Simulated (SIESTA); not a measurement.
Runs of SIESTA 5.4.2 on MnF2. The structure is tetragonal, space group P4_2/mnm (No. 136). Conventional cell: a = 4.874 Å, b = 4.874 Å, c = 3.311 Å, α = 90.00°, β = 90.00°, γ = 90.00°. Mn (site symmetry mmm) is surrounded by 6 F at 2.10 to 2.13 Å. F (site symmetry m2m) has 3 Mn at 2.10 to 2.13 Å as nearest neighbours. 

```csv
task,spin,cell,gap on the mesh (eV),pressure (GPa),moment (μB),largest force (eV/Å)
single point,"collinear, ferromagnetic start","atoms moved at random, drawn with an rms of 0.05 Å",1.27,-0.4,10.00,0.32
single point,"collinear, antiferromagnetic start",as given,(a),-1.8,0.00,0.04
single point,"collinear, fm_larger start",as given,1.28,-0.7,10.00,0.03
band structure,"collinear, ferromagnetic start",as given,1.28,-0.7,10.00,0.03
```

Alike in all rows: level PBEsol; potentials or basis PseudoDojo 0.4 standard (PBEsol files), DZP (energy shift 0.003 Ry; two zetas on semicore shells); k mesh 6 × 6 × 8; smearing fermi-dirac 0.05 eV; grid cutoff 800 Ry; energy shift 0.003 Ry.

Estimate the missing entries.

(a) 2.27.

Caveats: short orbitals over semicore shells can move pressures by several GPa; the basis of atomic orbitals isn't converged, which shifts pressures, moduli and gaps.

A k mesh can miss the band edges.
